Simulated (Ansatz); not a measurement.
# Ni3Ge: tests of the settings

This session on Ni3Ge sets out to see how the k-point mesh on the displaced cell moves the results.

Program: Ansatz 0.2.0. Level of theory: DFT PBEsol, scalar-relativistic, plane waves, PAW. These are calculated values, not measurements.

1 further run of the same task is left out (set aside as unsound or not needed). Runs told in other sessions of the task aren't counted.

## (1) The system as given

The structure is cubic, space group Pm-3m (No. 221). The conventional cell has a = 3.530 Å, b = 3.530 Å, c = 3.530 Å, α = 90.00°, β = 90.00°, γ = 90.00°. Ni (site symmetry 4/mmm) is surrounded by 8 Ni at 2.50 Å and 4 Ge at 2.50 Å. Around Ge (site symmetry m-3m) lie 12 Ni at 2.50 Å.

Coordinates:

```
Ni Ge
1.0
     3.53033    0.00000    0.00000
     0.00000    3.53033    0.00000
     0.00000    0.00000    3.53033
Ni Ge
3 1
Direct
  0.50000 0.00000 0.50000
  0.00000 0.50000 0.50000
  0.50000 0.50000 0.00000
  0.00000 0.00000 0.00000
```

Source of the structure: the Materials Project (structure only). It is taken as it stands there.

## (2) The base input

The input, input.yaml:

```yaml
crystal:
  lattice:
    - [3.5303341067, 0.0, 0.0]
    - [0.0, 3.5303341067, 0.0]
    - [0.0, 0.0, 3.5303341067]
  atoms:
    - { symbol: Ni, position: [0.5, 0.0, 0.5] }
    - { symbol: Ni, position: [0.0, 0.5, 0.5] }
    - { symbol: Ni, position: [0.5, 0.5, 0.0] }
    - { symbol: Ge, position: [0.0, 0.0, 0.0] }
basis:
  ecutwfc: 420
kpoints:
  mp_grid: { grid: [12, 12, 12] }
hamiltonian:
  xc: pbesol
scf:
  occupations: { method: gaussian, width: 0.1 }
output:
  forces: true
  stress: true
  eigenvalues: true
  populations: true
```

Its results, from an earlier run: -5417.4469 eV/atom at zero smearing, pressure -0.99 GPa, largest force 0.000 eV/Å, no gap on the mesh, in 7 SCF cycles and 21 s.

The runs on the displaced cell use a copy made earlier, with the atoms moved and the axes strained (about 1 %) at random, so that forces and shear stress do not vanish.

## (3) K-point mesh on the displaced cell: 1×1×1

The input, input.yaml:

```yaml
crystal:
  lattice:
    - [3.4921308755, 0.0330371922, 0.0133476459]
    - [0.0330371922, 3.5189143404, -0.0344976617]
    - [0.0133476459, -0.0344976617, 3.5199447481]
  atoms:
    - { symbol: Ni, position: [0.4739496166, 0.0232595574, 0.5124385135] }
    - { symbol: Ni, position: [-0.0224428142, 0.4625648026, 0.4958186937] }
    - { symbol: Ni, position: [0.4663278887, 0.5002115001, -0.0363427871] }
    - { symbol: Ge, position: [-0.003223385, 0.0275891387, -0.0046931609] }
basis:
  ecutwfc: 420
kpoints:
  mp_grid: { grid: [1, 1, 1] }
hamiltonian:
  xc: pbesol
scf:
  occupations: { method: gaussian, width: 0.1 }
output:
  forces: true
  stress: true
  eigenvalues: true
```

Run with:

```console
> ansatz run input.yaml --threads 1 --pin off --max-ram 2560MiB --backend cpu --events-out ev --progress --plain --runs-dir out
```

Standard output, shortened:

```text
Warning: RAYON_NUM_THREADS=1 ignored (pool sized by the plan → 1); use --threads N
[...]
Pseudopotentials: kind: paw
Pseudopotential: Ni, paw, valence charge 18, recommended cutoff 420 eV (normal), Ni.paw.azcp
Pseudopotential: Ge, paw, valence charge 14, recommended cutoff 420 eV (normal), Ge.paw.azcp
Functional definition: PBEsol
[...]
Crystal: 4 atoms, lattice volume = 43.246 Å³
Basis set: ecut = 420 eV, 839 PW (Γ), exchange–correlation on 48×48×48 points (8 copies of the dense FFT grid, shifted against one another)
Bands: 41, of which v1, the nominal top of the filled ones, is band 34 counted from 1 (33 counted from 0)
Symmetry: 1 space group operations
Space group: P1 (ITA 1), of the structure as read, at distance tolerance 3.5e-5 Å
k-points: 1
[...]
SCF iter   1: F=—  HF=-21660.446480 eV  |F-HF|=—  |Δ(HF+E_count)|=         —  Δρ=1.64e-1  dr2=9.47e0  ethr=1.77e-3  ⟨swp⟩=5.0  Hψ=133  notcnv=0
[...]
SCF iter  22: F=-21659.420103 eV  HF=-21659.420103 eV  |F-HF|=4.21e-8  |Δ(HF+E_count)|=   4.13e-9  Δρ=1.20e-5  dr2=4.76e-8  ethr=1.47e-10  ⟨swp⟩=10.0  Hψ=139  notcnv=0
[...]
SCF converged after 22 iterations
Free energy (F): -21659.420103 eV
[...]
E sigma→0 (E₀):  -21659.301354 eV
Entropy (-TS):   -0.237498 eV (-59.375 meV/atom)
Fermi energy:    18.615134 eV
[...]
--- Forces (eV/Å), atoms counted from 1 ---
  atom   1  Ni     1.47436106    -0.12633254     0.52885899
  atom   2  Ni    -0.30073030    -2.08016823    -1.16710778
  atom   3  Ni    -0.04475433     3.99494305     0.38411918
  atom   4  Ge    -1.12889173    -1.78837563     0.25408735
[...]
--- Stress (GPa, compression-positive) ---
       57.196610      -1.292393      -1.046491
       -1.292391       9.564207       5.577525
       -1.046492       5.577522      36.471841
  P = ⅓ Tr σ = 34.4109 GPa (344.109 kbar)
--- Band table (eV) ---
[...]
```

Wall time 3.3 s (1 thread of Intel Xeon at 2.50GHz (Skylake/Cascade Lake), shared host); peak memory 0.3 GiB.

Result: -5414.8253 eV/atom at zero smearing, pressure 34.41 GPa, largest force 4.014 eV/Å and no gap on the mesh.

## (4) K-point mesh on the displaced cell: 2×2×2

input.yaml, as its differences from that of step 3:

```diff
@@ -13,3 +13,3 @@
 kpoints:
-  mp_grid: { grid: [1, 1, 1] }
+  mp_grid: { grid: [2, 2, 2] }
 hamiltonian:
```

Run with:

```console
> ansatz run input.yaml --threads 1 --pin off --max-ram 2560MiB --backend cpu --events-out ev --progress --plain --runs-dir out
```

Standard output, shortened:

```text
Warning: RAYON_NUM_THREADS=1 ignored (pool sized by the plan → 1); use --threads N
[...]
[... 4 set-up lines as earlier in the session ...]
[...]
Crystal: 4 atoms, lattice volume = 43.246 Å³
Basis set: ecut = 420 eV, 839 PW (Γ), exchange–correlation on 48×48×48 points (8 copies of the dense FFT grid, shifted against one another)
Bands: 41, of which v1, the nominal top of the filled ones, is band 34 counted from 1 (33 counted from 0)
[... 2 set-up lines as earlier in the session ...]
k-points: 8
[...]
SCF iter   1: F=—  HF=-21669.505867 eV  |F-HF|=—  |Δ(HF+E_count)|=         —  Δρ=5.19e-2  dr2=6.77e-1  ethr=1.77e-3  ⟨swp⟩=6.6  Hψ=1117  notcnv=0  defer=3
[...]
SCF iter  10: F=-21669.389167 eV  HF=-21669.389167 eV  |F-HF|=3.91e-8  |Δ(HF+E_count)|=   1.18e-8  Δρ=1.39e-5  dr2=4.27e-8  ethr=1.47e-10  ⟨swp⟩=4.4  Hψ=1219  notcnv=0
[...]
SCF converged after 10 iterations
Free energy (F): -21669.389167 eV
[...]
E sigma→0 (E₀):  -21669.362365 eV
Entropy (-TS):   -0.053603 eV (-13.401 meV/atom)
Fermi energy:    18.672752 eV
[...]
--- Forces (eV/Å), atoms counted from 1 ---
  atom   1  Ni     0.76608303    -2.13498869    -1.46276243
  atom   2  Ni    -0.52850494     2.27885166    -0.79488675
  atom   3  Ni     0.67255573     1.49016844     2.00972811
  atom   4  Ge    -0.91012939    -1.63408241     0.24795985
[...]
--- Stress (GPa, compression-positive) ---
        8.296961      -1.946566      -1.304719
       -1.946566       3.862916       4.201009
       -1.304718       4.201010       7.222356
  P = ⅓ Tr σ = 6.4607 GPa (64.607 kbar)
--- Band table (eV; the first three rows and the last of 8) ---
[...]
```

Wall time 3.8 s (1 thread of Intel Xeon at 2.50GHz (Skylake/Cascade Lake), shared host); peak memory 0.32 GiB.

Read-out: -5417.3406 eV/atom at zero smearing, pressure 6.46 GPa, largest force 2.699 eV/Å and no gap on the mesh.

## (5) K-point mesh on the displaced cell set to 4×4×4

input.yaml, as its differences from that of step 4:

```diff
@@ -13,3 +13,3 @@
 kpoints:
-  mp_grid: { grid: [2, 2, 2] }
+  mp_grid: { grid: [4, 4, 4] }
 hamiltonian:
```

Run with:

```console
> ansatz run input.yaml --threads 1 --pin off --max-ram 2560MiB --backend cpu --events-out ev --progress --plain --runs-dir out
```

Standard output, shortened:

```text
Warning: RAYON_NUM_THREADS=1 ignored (pool sized by the plan → 1); use --threads N
[...]
[... 4 set-up lines as earlier in the session ...]
[...]
Crystal: 4 atoms, lattice volume = 43.246 Å³
Basis set: ecut = 420 eV, 839 PW (Γ), exchange–correlation on 48×48×48 points (8 copies of the dense FFT grid, shifted against one another)
Bands: 41, of which v1, the nominal top of the filled ones, is band 34 counted from 1 (33 counted from 0)
[... 2 set-up lines as earlier in the session ...]
k-points: 36 of 64 (time reversal used)
[...]
SCF iter   1: F=—  HF=-21669.354645 eV  |F-HF|=—  |Δ(HF+E_count)|=         —  Δρ=2.13e-2  dr2=1.02e-1  ethr=1.77e-3  ⟨swp⟩=5.9  Hψ=4848  notcnv=0  defer=18
[...]
SCF iter   7: F=-21669.334489 eV  HF=-21669.334489 eV  |F-HF|=2.48e-8  |Δ(HF+E_count)|=   9.28e-8  Δρ=8.28e-6  dr2=3.45e-8  ethr=1.47e-10  ⟨swp⟩=7.8  Hψ=6309  notcnv=0
[...]
SCF converged after 7 iterations
Free energy (F): -21669.334489 eV
[...]
E sigma→0 (E₀):  -21669.328576 eV
Entropy (-TS):   -0.011827 eV (-2.957 meV/atom)
Fermi energy:    18.973225 eV
[...]
--- Forces (eV/Å), atoms counted from 1 ---
  atom   1  Ni     0.62442544    -2.03165194    -1.35232712
  atom   2  Ni    -0.52465792     2.25351361    -0.61276956
  atom   3  Ni     0.61270663     1.12972000     1.69612179
  atom   4  Ge    -0.71245837    -1.35154370     0.26894424
[...]
--- Stress (GPa, compression-positive) ---
        9.833066      -1.984625      -1.182050
       -1.984625       9.613535       4.090212
       -1.182051       4.090214       8.898645
  P = ⅓ Tr σ = 9.4484 GPa (94.484 kbar)
--- Band table (eV; the first three rows and the last of 36) ---
[...]
```

Wall time 11 s (1 thread of Intel Xeon at 2.50GHz (Skylake/Cascade Lake), shared host); peak memory 0.35 GiB.

Read-out: -5417.3321 eV/atom at zero smearing, pressure 9.45 GPa, largest force 2.519 eV/Å and no gap on the mesh.

## (6) K-point mesh on the displaced cell set to 6×6×6

input.yaml, as its differences from that of step 5:

```diff
@@ -13,3 +13,3 @@
 kpoints:
-  mp_grid: { grid: [4, 4, 4] }
+  mp_grid: { grid: [6, 6, 6] }
 hamiltonian:
```

Run with:

```console
> ansatz run input.yaml --threads 1 --pin off --max-ram 2560MiB --backend cpu --events-out ev --progress --plain --runs-dir out
```

Standard output, shortened:

```text
Warning: RAYON_NUM_THREADS=1 ignored (pool sized by the plan → 1); use --threads N
[...]
[... 4 set-up lines as earlier in the session ...]
[...]
Crystal: 4 atoms, lattice volume = 43.246 Å³
Basis set: ecut = 420 eV, 839 PW (Γ), exchange–correlation on 48×48×48 points (8 copies of the dense FFT grid, shifted against one another)
Bands: 41, of which v1, the nominal top of the filled ones, is band 34 counted from 1 (33 counted from 0)
[... 2 set-up lines as earlier in the session ...]
k-points: 112 of 216 (time reversal used)
[...]
SCF iter   1: F=—  HF=-21669.334923 eV  |F-HF|=—  |Δ(HF+E_count)|=         —  Δρ=2.03e-2  dr2=9.12e-2  ethr=1.77e-3  ⟨swp⟩=5.7  Hψ=14967  notcnv=0  defer=44
[...]
SCF iter   8: F=-21669.316699 eV  HF=-21669.316699 eV  |F-HF|=2.20e-9  |Δ(HF+E_count)|=   5.37e-8  Δρ=4.69e-6  dr2=5.88e-9  ethr=1.47e-10  ⟨swp⟩=8.1  Hψ=19586  notcnv=0
[...]
SCF converged after 8 iterations
Free energy (F): -21669.316699 eV
[...]
E sigma→0 (E₀):  -21669.311922 eV
Entropy (-TS):   -0.009554 eV (-2.389 meV/atom)
Fermi energy:    18.955786 eV
[...]
--- Forces (eV/Å), atoms counted from 1 ---
  atom   1  Ni     0.62434155    -2.00538270    -1.32925466
  atom   2  Ni    -0.52022037     2.20763435    -0.60933374
  atom   3  Ni     0.60363171     1.13722684     1.67300104
  atom   4  Ge    -0.70774999    -1.33946765     0.26558576
[...]
--- Stress (GPa, compression-positive) ---
        9.847255      -1.880734      -1.164025
       -1.880734       9.598709       3.980438
       -1.164025       3.980437       8.760781
  P = ⅓ Tr σ = 9.4022 GPa (94.022 kbar)
--- Band table (eV; the first three rows and the last of 112) ---
[...]
```

It took 34 s on 1 thread of Intel Xeon at 2.50GHz (Skylake/Cascade Lake), shared host; peak memory 0.43 GiB.

This run gives -5417.3280 eV/atom at zero smearing, pressure 9.40 GPa, largest force 2.486 eV/Å and no gap on the mesh.

## (7) The sweep of the k-point mesh on the displaced cell side by side

Energies are per atom, extrapolated to zero smearing, and count from the run at 8×8×8. Pressure is positive in compression.

```
 mesh  ΔE (meV/atom)  pressure (GPa)  largest change of a force component (eV/Å)  irreducible points  SCF cycles  CPU time
1×1×1           2502           34.41                                       4.281                   1          22     3.2 s
2×2×2          -12.8            6.46                                       0.351                   8          10     3.8 s
4×4×4          -4.40            9.45                                       0.052                  36           7      11 s
6×6×6          -0.24            9.40                                       0.006                 112           8      34 s
8×8×8           0.00            9.36                                       0.000                 260           8      76 s
```

Times: CPU seconds on a shared machine, a rough guide.

## (8) Outcome

| quantity | value |
| --- | --- |
| k-point mesh on the displaced cell: within 10 and 1 meV/atom of 8×8×8 from | 4×4×4 for 10; 6×6×6 for 1 |

**Reading.** In the sweep of the k-point mesh on the displaced cell, 6×6×6 already comes within 1 meV/atom of the reference, and so do all later runs, at about 0.44 of the reference's time. That is measured against the best run here, which may itself be short of the limit. The error changes sign along the series, since a k mesh isn't variational, and a metal needs dense meshes to resolve its Fermi surface. Forces stay within 0.01 eV/Å of the reference from 6×6×6 on. The final runs have no spin polarisation, so a magnetic state may lie lower.
